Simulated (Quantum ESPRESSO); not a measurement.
# MoP: phonons with PBE

MoP:

```
Mo P
1.0
     3.22300    0.00000    0.00000
    -1.61150    2.79120    0.00000
     0.00000    0.00000    3.19100
Mo P
1 1
Cartesian
  0.0000 0.0000 0.0000
  0.0000 1.8608 1.5955
```

- Program: Quantum ESPRESSO 7.5
- Task: phonons
- Functional: PBE
- Potentials or basis: JTH 2.0 PBE
- Cutoff: 490 eV
- Density cutoff: 2939 eV
- k mesh: 10 × 10 × 8
- Occupations: gaussian, width 0.272 eV
- Spin: no spin polarisation
- Mixing beta: 0.5
- Most SCF iterations: 120
- SCF threshold: 4e-10 Ry

```yaml
Relaxed_volume: 14.55 Å³/atom
Relaxed_cell: a = 3.243 Å, b = 3.243 Å, c = 3.195 Å, α = 90.00°, β = 90.00°, γ = 120.00°
Space_group_after_relaxing_to_0.05_Å: P-6m2 (No. 187)
Pressure_after_relaxing: 0.0 GPa
Band_gap_on_the_k_mesh: none (metal or under the smearing width)
Highest_phonon_frequency_at_Γ: 401 cm⁻¹
```

Step by step:
```
step  energy change (eV)  largest force (eV/Å)  pressure (GPa)  volume (Å³)
   1              0.0000                0.0000            2.90        28.71
   2             -0.0033                0.0000           -0.44        29.13
   3             -0.0036                0.0000           -0.03        29.09
   4             -0.0037                0.0000            0.06        29.09
   5             -0.0037                0.0000            0.01        29.09
```

Final structure:
```xyz
2
Lattice="3.2427 0.0000 0.0000 -1.6213 2.8082 0.0000 0.0000 0.0000 3.1950" Properties=species:S:1:pos:R:3 pbc="T T T"
Mo    0.0000    0.0000    0.0000
P     0.0000    1.8722    1.5975
```

Levels at points of the mesh, in eV from the Fermi level:
| k point | band 7 | band 8 | band 9 | band 10 | band 11 | band 12 | band 13 | band 14 |
| --- | --- | --- | --- | --- | --- | --- | --- | --- |
| (0.00, 0.00, 0.00) | -3.29 | -3.29 | -0.68 | 0.27 | 0.27 | 4.06 | 4.06 | 5.48 |
| (0.00, 0.00, -0.50) | -2.72 | -2.72 | -1.65 | -1.65 | 1.36 | 2.89 | 2.89 | 7.85 |
| (0.00, -0.50, 0.00) | -3.85 | -3.66 | -1.32 | -0.41 | 1.67 | 2.27 | 4.62 | 6.10 |
| (0.00, -0.50, -0.50) | -5.24 | -4.40 | -1.03 | 1.38 | 1.83 | 3.48 | 4.97 | 6.19 |

Phonon frequencies in cm⁻¹ (negative: imaginary):
| q point | frequencies |
| --- | --- |
| (0.000, 0.000, 0.000) | -5 2 2 390 401 401 |

Optical modes at Γ, degenerate ones joined:
```
cm⁻¹  components  symmetry     active in
 390           1      A''2            IR
 401           2        E'  IR and Raman
```

Run time: 5.7 min on 1 thread of Arm Neoverse V1, on a shared host, peak memory 0.11 GiB.

Caveat: the mesh is thin for the phonons of a metal; the cutoff is low for these files, which shifts pressure and relaxed volume.
